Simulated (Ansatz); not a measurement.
# AlN (F-43m) in Ansatz: band structure with PBE0

Aim: the band structure of AlN with PBE0.

All numbers are computed with Ansatz 0.2.0; they aren't measurements. Logs are shortened: lines on timing, memory, paths and dates and some standing lists are left out, and cuts for length are marked.

### 1 Starting point

It takes space group F-43m (No. 216, cubic). The conventional cell has a = 4.368 Å, b = 4.368 Å, c = 4.368 Å, α = 90.00°, β = 90.00°, γ = 90.00°. Al (site symmetry -43m) is surrounded by 4 N at 1.89 Å. Around N (site symmetry -43m) lie 4 Al at 1.89 Å.

Measurements of this composition are mostly on another form, of space group No. 186.

### 2 Band structure, PBE0

The input, input:

```
crystal:
  lattice:
    - [0.0, 2.1839935596, 2.1839935596]
    - [2.1839935596, 0.0, 2.1839935596]
    - [2.1839935596, 2.1839935596, 0.0]
  atoms:
    - { symbol: Al, position: [0.0, 0.0, 0.0] }
    - { symbol: "N", position: [0.25, 0.25, 0.25] }
hamiltonian:
  xc: pbe0
  pseudopotentials: { kind: paw }
kpoints:
  mp_grid: { grid: [8, 8, 8] }
  band_path:
    path:
      - [[0.0, 0.0, 0.0], [0.5, 0.0, 0.5], [0.5, 0.25, 0.75], [0.375, 0.375, 0.75], [0.0, 0.0, 0.0], [0.5, 0.5, 0.5], [0.625, 0.25, 0.625], [0.5, 0.25, 0.75], [0.5, 0.5, 0.5], [0.375, 0.375, 0.75]]
      - [[0.625, 0.25, 0.625], [0.5, 0.0, 0.5]]
    npoints: 4
scf:
  occupations: { method: fermi_dirac, width: 0.05 }
  n_extra_bands: 6
output:
  forces: true
  stress: true
  eigenvalues: true
  fatbands: false
```

Potentials or basis: Ansatz PAW.

Log:

```text
Warning: output.stress: scf.convergence.dr2_threshold = 1e-7 eV (the SCF's general default) is looser than the 2e-10 eV advised for a printed stress (1e-10 eV for each atom of the cell: 2). What an SCF threshold leaves in a stress goes as its square root, and in the free energy as the threshold itself, and one threshold admits the most on a small cell: of the crystals measured, under no hybrid functional and no lock of the moments, on runs that ended without the residual-converged pass, on stresses that held no estimate of that error, the worst erred by over 100 MPa in a component at 1e-7 eV an atom and by under 5 at 1e-10. Set scf.convergence.dr2_threshold to 2e-10 eV or tighter. The threshold is an SCF's pass mark: one that does not reach it within its budget of iterations ends unconverged, or closes short of it on a stop that the run arms, and scf.convergence.dr2_threshold's page says what that costs each kind of run
Warning: output.stress: scf.exx.energy_threshold = 1e-6 eV is looser than the 2e-8 eV advised for a stress under a hybrid functional (1e-8 eV for each atom of the cell: 2). Every SCF of the exchange loop can meet its threshold on dr2 while the loop round them stops early: no threshold on dr2 bounds what that leaves in the stress. Set scf.exx.energy_threshold to 2e-8 eV or tighter. The threshold is the loop's pass mark: a loop that does not reach it within its budget of cycles ends unconverged, and scf.exx.energy_threshold's page has the law
scf.n_extra_bands = 6 over 4 filled bands (N_el = 8.0): the run solves 10 bands
GPUs: using 1 of 1 available (devices: 1).
Engine: ansatz 0.2.0, x86_64-unknown-linux-gnu
Pseudopotentials: kind: paw
Pseudopotential: Al, paw, valence charge 3, recommended cutoff 420 eV (normal), Al.paw.azcp
Pseudopotential: N, paw, valence charge 5, recommended cutoff 420 eV (normal), N.paw.azcp
Functional definition: PBE0
  parameter a = 0.25
  parameter kappa = 0.804
  parameter beta = 0.06672455060314922
  exchange = (1 - a)*pbe_x(kappa = kappa, mu = beta*pi^2/3) + a*exact_x
  correlation = pbe_c(beta = beta)
device memory: the entry about to start is reckoned to put 0.4 GiB on a device that reports 73.5 GiB free (of which the cap on the GPU budget leaves the run 18.0 GiB)
GPU FFT provider: cuFFT
GPU libraries: cuBLAS 13.8.2, cuFFT 12.4.0, cuSOLVER 12.3.4
Crystal: 2 atoms, lattice volume = 20.835 Å³
Basis set: ecut = 420 eV, 411 PW (Γ), exchange–correlation on 48×48×48 points (8 copies of the dense FFT grid, shifted against one another)
Bands: 10, of which v1, the nominal top of the filled ones, is band 4 counted from 1 (3 counted from 0)
Symmetry: 24 space group operations
Space group: F-43m (ITA 216), of the structure as read, at distance tolerance 2.8e-5 Å
k-points: 29 of 512 (time reversal used)
Non-local potential: Al, projectors of the file, l = 0: 2, l = 1: 2, l = 2: 1
Non-local potential: N, projectors of the file, l = 0: 2, l = 1: 2, l = 2: 1
PAW form: soft (Blöchl's): semilocal exchange-correlation on the pseudo side does not see the compensation charge
PAW frozen core: Al, regenerated for the run's functional, and the local potential with it (the file was generated under x = pbe(κ = 0.804, μ = 0.2195149727645171), c = pbe(β = 0.06672455060314922))
PAW frozen core: N, regenerated for the run's functional, and the local potential with it (the file was generated under x = pbe(κ = 0.804, μ = 0.2195149727645171), c = pbe(β = 0.06672455060314922))
PAW one-centre angular grid: Al, 110 points (default); XC on 64 Gauss nodes
PAW one-centre angular grid: N, 110 points (default); XC on 64 Gauss nodes
Initial density: superposition of atomic densities (neutral atoms: chi_scale 0, normalization atom), corrected by the library's trained network
Initial wavefunctions: pseudopotential atomic-orbital guess
GPU buffer pool allocated for 13824 grid points (all kernels)
GPU transforms: local potential and band sums: pruned to the plane-wave sphere, on 24×24×24
Functional: x = pbe(κ = 0.804, μ = 0.2195149727645171), c = pbe(β = 0.06672455060314922), warm-up for x = 0.75 pbe(κ = 0.804, μ = 0.2195149727645171) + 0.25 exact, c = pbe(β = 0.06672455060314922)
SCF iter   1: F=—  HF=-924.198360 eV  |F-HF|=—  |Δ(HF+E_count)|=         —  Δρ=8.78e-4  dr2=9.67e-5  ethr=1.77e-3  ⟨swp⟩=2.0  Hψ=2047  notcnv=0
preconditioner: auto → none  [insulator: Δε(μ)=3.330 eV  Ē_g=17.841 eV  σ=0.050 eV  W_gap=1.00  n_scr=0 (ndim 8)  ℏωp=23.0 eV  f_vac=0.000  D(μ)=0.00/eV (n_scr^D=0)]
SCF iter   2: F=-924.198448 eV  HF=-924.198423 eV  |F-HF|=2.49e-5  |Δ(HF+E_count)|=   6.34e-5  Δρ=3.90e-4  dr2=1.63e-5  ethr=1.21e-6  ⟨swp⟩=4.0  Hψ=516  notcnv=0  defer=13
SCF 1 stopped early in 2 iterations: F = -924.198448 eV  dr2 = 1.63e-5
device memory: the entry about to start is reckoned to put 1.0 GiB on a device that reports 71.5 GiB free (of which the cap on the GPU budget leaves the run 18.0 GiB)
GPU FFT provider: cuFFT
GPU libraries: cuBLAS 13.8.2, cuFFT 12.4.0, cuSOLVER 12.3.4
Initial density: handed on by an earlier stage of this run
Initial wavefunctions: those handed on with the density
GPU buffer pool allocated for 13824 grid points (all kernels)
GPU transforms: local potential and band sums: pruned to the plane-wave sphere, on 24×24×24
Functional: x = 0.75 pbe(κ = 0.804, μ = 0.2195149727645171) + 0.25 exact, c = pbe(β = 0.06672455060314922)
Exchange kernel: α = 0.2500, full range, Wigner–Seitz truncation, v(0) = 16798.9246 eV·Å³, q-mesh 8×8×8, nearest image of the exchange supercell L = 24.71 Å, pair-density grid 15×15×15, without the augmentation charges, whose exchange is taken in its separable form by FFT convolution over the k-point mesh (sized by the pseudopotential files, 18×18×18 at the most), smooth part of the exact exchange by density-matrix convolution in up to 2.07 GiB of GPU memory as planned if the GPU has room (build and FFT work areas not counted)
Frozen-core exchange: fock
SCF iter   1: F=—  HF=-924.892255 eV  |F-HF|=—  |Δ(HF+E_count)|=         —  Δρ=6.03e-3  dr2=4.02e-3  ethr=2.04e-6  ⟨swp⟩=6.5  Hψ=1435  notcnv=0
preconditioner: auto → none  [insulator: Δε(μ)=5.247 eV  Ē_g=20.862 eV  σ=0.050 eV  W_gap=1.00  n_scr=0 (ndim 8)  ℏωp=23.0 eV  f_vac=0.000  D(μ)=0.00/eV (n_scr^D=0)]
SCF iter   2: F=—  HF=-924.890760 eV  |F-HF|=—  |Δ(HF+E_count)|=   1.49e-3  Δρ=2.84e-3  dr2=1.10e-3  ethr=2.04e-6  ⟨swp⟩=3.0  Hψ=522  notcnv=0
SCF iter   3: F=—  HF=-924.890413 eV  |F-HF|=—  |Δ(HF+E_count)|=   3.47e-4  Δρ=3.96e-4  dr2=5.65e-4  ethr=2.04e-6  ⟨swp⟩=3.1  Hψ=669  notcnv=0
SCF iter   4: F=—  HF=-924.894133 eV  |F-HF|=—  |Δ(HF+E_count)|=   3.72e-3  Δρ=7.02e-4  dr2=1.33e-4  ethr=4.11e-7  ⟨swp⟩=4.0  Hψ=650  notcnv=0
iter 5 solved again at ethr=3.11e-8 eV; its pass at ethr=4.11e-7 eV (dr2=2.48e-6 eV) is discarded
SCF iter   5: F=—  HF=-924.894101 eV  |F-HF|=—  |Δ(HF+E_count)|=   3.22e-5  Δρ=1.30e-4  dr2=1.15e-5  ethr=3.11e-8  ⟨swp⟩=3.3  Hψ=1188  notcnv=0  defer=2
SCF iter   6: F=-924.894161 eV  HF=-924.894161 eV  |F-HF|=3.81e-7  |Δ(HF+E_count)|=   6.04e-5  Δρ=8.60e-5  dr2=1.71e-6  ethr=3.11e-8  ⟨swp⟩=4.0  Hψ=587  notcnv=0
SCF 2 stopped early in 6 iterations: F = -924.894161 eV  dr2 = 1.71e-6
hybrid outer 1: dexx = +3.973e-3 eV, tail = 7.31e-6 eV
GPU FFT provider: cuFFT
GPU libraries: cuBLAS 13.8.2, cuFFT 12.4.0, cuSOLVER 12.3.4
GPU buffer pool allocated for 13824 grid points (all kernels)
GPU transforms: local potential and band sums: pruned to the plane-wave sphere, on 24×24×24
Exchange kernel: α = 0.2500, full range, Wigner–Seitz truncation, v(0) = 16798.9246 eV·Å³, q-mesh 8×8×8, nearest image of the exchange supercell L = 24.71 Å, pair-density grid 15×15×15, without the augmentation charges, whose exchange is taken in its separable form by FFT convolution over the k-point mesh (sized by the pseudopotential files, 18×18×18 at the most), smooth part of the exact exchange by density-matrix convolution in up to 2.07 GiB of GPU memory as planned if the GPU has room (build and FFT work areas not counted)
Frozen-core exchange: fock
SCF iter   1: F=—  HF=-924.894173 eV  |F-HF|=—  |Δ(HF+E_count)|=         —  Δρ=2.87e-5  dr2=7.33e-8  ethr=4.57e-7  ⟨swp⟩=3.7  Hψ=663  notcnv=0
preconditioner: auto → none  [insulator: Δε(μ)=5.286 eV  Ē_g=20.859 eV  σ=0.050 eV  W_gap=1.00  n_scr=0 (ndim 8)  ℏωp=23.0 eV  f_vac=0.000  D(μ)=0.00/eV (n_scr^D=0)]
SCF iter   2: F=-924.894173 eV  HF=-924.894173 eV  |F-HF|=3.84e-9  |Δ(HF+E_count)|=   2.54e-8  Δρ=7.94e-6  dr2=1.16e-8  ethr=8.28e-10  ⟨swp⟩=3.4  Hψ=546  notcnv=0
SCF 3 converged in 2 iterations: F = -924.894173 eV  dr2 = 1.16e-8
  Residual-converged pass: ⟨swp⟩=3.0  Hψ=517  notcnv=0  max |occ|·‖R‖ = 2.3e-6 eV (tolerance 2.4e-6 eV)  dr2=1.15e-8  dr2_onsite=5.74e-10  max |Δocc| = 0.0e0
hybrid outer 2: dexx = +4.791e-8 eV, tail = 2.55e-8 eV, Δε = 1.97e-3 eV (about 1.68e-4 eV left of the loop's levels)
device memory: the entry about to start is reckoned to put 0.3 GiB on a device that reports 71.5 GiB free (of which the cap on the GPU budget leaves the run 18.0 GiB)
NSCF: frozen V_eff on 42 k-points, pencils in batches of 32, up to order 48
hybrid SCF converged: 2 outer / 8 inner (+2 warm-up), last move |dexx| = 4.79e-8 eV, tail = 2.55e-8 eV
Stability not checked: this state was not tested for a lower state beside it, because the functional holds exact exchange (a hybrid, or Hartree-Fock), whose exchange loop this test does not read (fock_operator; see scf.lower_state_search)
Free energy (F): -924.894173 eV
Frozen-core exchange: fock
Harris-Foulkes:  -924.894173 eV  (|F-HF|=3.84e-9)
Internal energy: -924.894173 eV  (E = F + TS)
E sigma→0 (E₀):  -924.894173 eV
Fermi energy:    8.327312 eV
--- Per-component energies (eV) ---
  E_band       = 0.835452
  E_kinetic    = 160.047060
  E_local      = -222.513654  (includes V_loc(G=0)·N_el)
  E_nonlocal   = 54.345597
  E_hartree    = 77.565452
  E_xc         = -78.980826
  E_vxc        = -83.868319  (∫ρ·V_xc dr)
  E_exx        = -21.231912  (= α·E_x^exact, valence–valence)
  E_paw        = -597.456914  (= ΣΔE_a)
  E_vpaw       = -19.841678  (= ΣTr[D̂ρ^β])
  E_aug_tail   = 0.000097  (compensation charges beyond the density's cutoff)
  E_ewald      = -296.603555
  E_core_change = -0.065517  (= ΣΔE_core)
  E_smearing   = -0.000000  (= −TS)
  E_closure    = -0.000001  (closes the sum)
  Σ components = -924.894173   (vs F -924.894173, Δ=0.00e0)
--- Forces (eV/Å), atoms counted from 1 ---
  atom   1  Al     0.00000000    -0.00000000     0.00000000
  atom   2  N     -0.00000000     0.00000000    -0.00000000
  max |Σ_I F_I| component: 1.94e-16 eV/Å
--- Stress (GPa, compression-positive) ---
       -0.466578       0.000000       0.000000
        0.000000      -0.466578       0.000000
       -0.000000       0.000000      -0.466578
  P = ⅓ Tr σ = -0.4666 GPa (-4.666 kbar)
--- Band table (eV; the first three rows and the last of 29) ---
  k-point 0: bands = ["-10.8179", "5.6536", "5.6536", "5.6536", "11.9351", "20.7280", "20.7280", "20.7280", "25.8455", "25.8455"]
  k-point 1: bands = ["-10.5754", "4.4079", "5.5661", "5.5661", "12.9259", "20.1463", "20.9181", "20.9181", "24.2665", "24.2665"]
  k-point 2: bands = ["-9.9116", "2.1307", "5.3698", "5.3698", "14.3600", "19.1354", "20.4512", "20.4512", "24.4616", "24.4616"]
  k-point 28: bands = ["-7.9125", "1.5569", "1.9041", "2.7750", "13.8426", "19.4953", "20.1513", "20.5746", "25.7608", "27.2194"]
```

It took 27 s on 1 × NVIDIA H100 80GB HBM3 with 2 threads of AMD EPYC 7R13 (Zen 3), shared host; peak memory 2 GiB.

Results:

* Free energy: -924.8942 eV
* Pressure: -0.5 GPa
* Band gap on the k mesh: 5.29 eV, indirect (least direct gap 6.28 eV)
* Band gap along the path: 5.29 eV, indirect (least direct gap 6.28 eV)

Levels at the corners of the path, in eV from the valence-band top:
```csv
point,band 1,band 2,band 3,band 4,band 5,band 6,band 7,band 8
Γ,-16.47,0.00,0.00,0.00,6.28,15.07,15.07,15.07
X,-13.62,-5.33,-1.94,-1.94,5.29,10.85,16.89,18.59
W,-13.57,-4.10,-3.75,-2.88,8.19,13.84,14.50,14.92
K,-13.64,-4.62,-3.93,-1.50,7.25,12.50,15.89,16.83
Γ,-16.47,0.00,0.00,0.00,6.28,15.07,15.07,15.07
L,-14.30,-6.36,-0.53,-0.53,9.65,12.40,13.52,13.52
U,-13.64,-4.62,-3.93,-1.50,7.25,12.50,15.89,16.83
W,-13.57,-4.10,-3.75,-2.88,8.19,13.84,14.50,14.92
L,-14.30,-6.36,-0.53,-0.53,9.65,12.40,13.52,13.52
K,-13.64,-4.62,-3.93,-1.50,7.25,12.50,15.89,16.83
U,-13.64,-4.62,-3.93,-1.50,7.25,12.50,15.89,16.83
X,-13.62,-5.33,-1.94,-1.94,5.29,10.85,16.89,18.59
```

Caveat: the pressure holds a Pulay correction of +0.4 GPa for the finite cutoff; the PAW data sets come from PBE, with cores solved anew for the run's functional, which leaves a small shift of forces and pressure; the thresholds are loose for stress.
